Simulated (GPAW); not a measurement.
CO2:

```
O C
1.0
    -1.97473    1.97473    3.01406
     1.97473   -1.97473    3.01406
     1.97473    1.97473   -3.01406
O C
4 2
Cartesian
  1.3223 0.9874 3.7676
  0.6525 0.9874 0.7535
  2.9621 0.6525 -0.7535
  -0.9874 1.3223 2.2605
  0.0000 0.0000 0.0000
  0.0000 1.9747 1.5070
```

The cell comes from a database or a generator and needn't be the stable form of this composition.

Base run:

| Property | Result |
| --- | --- |
| Program | GPAW 26.7.0 |
| Functional | PBEsol |
| Potentials or basis | PAW data sets generated in the run's folder for this functional |
| Cutoff | 800 eV |
| Basis | pw |
| k mesh | 9 × 9 × 9 |
| Occupations | fermi-dirac, width 0.05 eV |
| Spin | no spin polarisation |

Its results: band gap on the k mesh 7.58 eV, indirect (least direct gap 8.04 eV); pressure -6.2 GPa; largest force 0.155 eV/Å.

The run is repeated on the same cell with these changes: cutoff from 800 eV to 600 eV; k mesh from 9 × 9 × 9 to 8 × 8 × 8. What comes out?

Band gap on the k mesh 7.58 eV, indirect (least direct gap 8.04 eV); pressure -13.8 GPa; largest force 0.160 eV/Å.

Caveats: an odd mesh through Γ misses points on the zone boundary, where band edges often lie (some runs); the cutoff is short for stress and forces, so pressures can be off by a GPa or more (some runs).
